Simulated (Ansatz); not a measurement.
The system is HfN.

```
Hf N
1.0
     0.00000    2.25600    2.25600
     2.25600    0.00000    2.25600
     2.25600    2.25600    0.00000
Hf N
1 1
Direct
  0.00000 0.00000 0.00000
  0.50000 0.50000 0.50000
```

Base run:

```yaml
Program: Ansatz 0.2.0
Functional: PBEsol
Potentials_or_basis: all-electron LAPW, scalar-relativistic
Cutoff: 343 eV
Density_cutoff: 1373 eV
Basis_error_allowed: 0.001 eV/atom
k_mesh: 10 × 10 × 10
Occupations: fermi-dirac, width 0.05 eV
Spin: no spin polarisation
Hubbard_terms: Hf d U = 2 eV
```

Its results: band gap on the k mesh none (metal or under the smearing width); pressure 0.9 GPa.

The run is repeated on the same cell with these changes: hubbard terms from Hf d U = 2 eV to Hf d U = 4 eV. What comes out?

Band gap on the k mesh none (metal or under the smearing width); pressure 4.0 GPa.

Caveats: U is the effective U less J, on atomic orbitals that reach past the spheres; U without spin polarisation on a metal has little footing.

Not every run made on this cell is shown here.
